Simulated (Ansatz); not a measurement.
MgAl₂O₄:
```
CELL_PARAMETERS angstrom
      0.00000     4.01162     4.01162
      4.01162     0.00000     4.01162
      4.01162     4.01162     0.00000
ATOMIC_POSITIONS crystal
  Mg 0.50000 0.50000 0.50000
  Mg 0.75000 0.75000 0.75000
  Al 0.12500 0.12500 0.12500
  Al 0.62500 0.12500 0.12500
  Al 0.12500 0.12500 0.62500
  Al 0.12500 0.62500 0.12500
  O  0.88846 0.88846 0.88846
  O  0.91537 0.36154 0.36154
  O  0.88846 0.88846 0.33463
  O  0.36154 0.91537 0.36154
  O  0.33463 0.88846 0.88846
  O  0.36154 0.36154 0.36154
  O  0.88846 0.33463 0.88846
  O  0.36154 0.36154 0.91537
```

Relaxed with LDA. Special points in fractions of this cell's reciprocal vectors: Γ (0.000, 0.000, 0.000); X (0.500, 0.000, 0.500); U (0.625, 0.250, 0.625); K (0.375, 0.375, 0.750); L (0.500, 0.500, 0.500); W (0.500, 0.250, 0.750).

Q: List the band energies nearest the valence-band maximum at these points for DFT-LDA in the program Ansatz with PAW potentials.

A: In eV from the valence-band maximum; about four levels below and three above (degenerate sets whole), none deeper than 8.9 eV; points with the same levels are listed once.

| k | below | above |
|---|---|---|
| Γ | -0.44 -0.44 -0.44 -0.01 -0.01 -0.01 | 5.52 8.12 8.12 8.12 |
| X | -0.57 -0.57 -0.25 -0.25 | 8.40 8.40 9.41 9.41 |
| U | -0.79 -0.62 -0.50 -0.16 | 8.39 8.53 9.00 |
| L | -0.44 -0.44 -0.11 -0.11 | 7.70 7.81 9.26 9.26 |
| W | -0.69 -0.69 -0.34 -0.34 | 8.54 8.54 9.26 9.26 |

Space group Fd-3m (spinel). Symmetry was held in the LDA relaxation; phonons on a q-mesh show no instability.

Potentials: the later of the program's two PAW sets.
